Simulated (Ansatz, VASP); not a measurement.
**One calculation of NiO, two programs**

```
Ni O
1.0
     0.00000    2.08590    2.08590
     2.08590    0.00000    2.08590
     2.08590    2.08590    0.00000
Ni O
1 1
Direct
  0.00000 0.00000 0.00000
  0.50000 0.50000 0.50000
```

Alike in both runs: task relaxation of cell and atoms; functional PBE; k mesh 11 × 11 × 11; occupations fermi-dirac, width 0.05 eV; collinear spin, ferromagnetic start.

|  | VASP | Ansatz |
| --- | --- | --- |
| version | VASP 6.6.1 | Ansatz 0.2.0 |
| potentials or method | VASP PAW PBE potentials, release 64 (Ni_GW, O_GW) | Ansatz PAW |
| plane-wave cutoff (eV) | 630 | 420 |
| valence electrons in the cell | 16 | 24 |

Ansatz gave:

| Item | Value |
| --- | --- |
| net moment per atom (μB) | 0.91 |
| size of the moment on the site where the two differ most (μB) | 0.29 |
| relaxed volume (Å³/atom) | 9.37 |
| relaxed cell length with the largest relative difference (Å) | 2.982 |
| energy change over the relaxation (meV/atom) | -5 |

Q: Estimate VASP's values.

A: net moment per atom (μB): 0.89; size of the moment on the site where the two differ most (μB): 0.28; relaxed volume (Å³/atom): 9.33; relaxed cell length with the largest relative difference (Å): 2.977; energy change over the relaxation (meV/atom): -4.

Site moments also hang on the region over which each program counts them. The two sets of potentials don't hold the same shells in valence.

Caveats: a cell with one magnetic atom can't hold antiferromagnetic order, which such compounds often take; semilocal functionals often make such compounds metallic where correlation or magnetic order opens a gap, which also shifts bond lengths (VASP); the plane-wave basis is chosen anew once the cell has moved, so the energies of steps on either side of that aren't comparable (Ansatz); the pressure holds a Pulay correction of +0.7 GPa for the finite cutoff (Ansatz). With open d or f shells a metallic result of PBE can be an artefact of self-interaction; +U or a hybrid may open a gap. Zero-point motion and thermal expansion aren't in these numbers.
